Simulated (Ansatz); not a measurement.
## CaSe (Fm-3m): G0W0 and the treatment of frequencies and band sums

```
Ca Se
1.0
     0.00000    2.85640    2.85640
     2.85640    0.00000    2.85640
     2.85640    2.85640    0.00000
Ca Se
1 1
Cartesian
  0.0000 0.0000 0.0000
  2.8564 2.8564 2.8564
```

Held fixed (Ansatz):

- orbitals: PBE
- datasets: soft PAW set, first generation
- k mesh: 4×4×4
- response cutoff: 200 eV
- wave cutoff: 420 eV
- spin-orbit coupling: off

The gap is read from Γ to k = (0, -0.5, -0.5), linearised, between the Kohn-Sham band edges among the points solved. ε∞ is the electronic dielectric constant on this mesh. Runs with cut sums weigh the q → 0 term analytically. The completed-sum build treats it its own way, which on a coarse mesh shifts the gap as well.

**Question.** Taking contour deformation, sums cut at 300 empty bands as the reference, which of the others (plasmon pole fitted at 15.38i eV, sums cut at 300 empty bands; contour deformation, 123 empty bands and completed sums (trial build, its own q → 0 term)) gives the gap farthest from it?

**Answer.** Farthest from contour deformation, sums cut at 300 empty bands in the G0W0 gap: plasmon pole fitted at 15.38i eV, sums cut at 300 empty bands (-0.06 eV). The nearest differs by 0.011 eV.

```
                                                                                treatment  KS gap (eV)  G0W0 gap (eV)   ε∞
                                         contour deformation, sums cut at 300 empty bands         1.73           3.33  6.4
                            plasmon pole fitted at 15.38i eV, sums cut at 300 empty bands         1.73           3.28  6.4
contour deformation, 123 empty bands and completed sums (trial build, its own q → 0 term)         1.73           3.35  6.4
```

Soft PAW datasets can miss an all-electron G0W0 gap by more than 5 %. The cell is a model at fixed atoms and needn't be the relaxed known crystal. Points k are given in fractions of the reciprocal vectors. The mesh is coarse, so these are values at the stated settings, not converged ones. Band sums or response are cut, so the gap isn't at its basis limit. The gap is read on the mesh, and the crystal's band edges can lie off it. Meshes this coarse can overestimate the dielectric constant by a tenth and more.
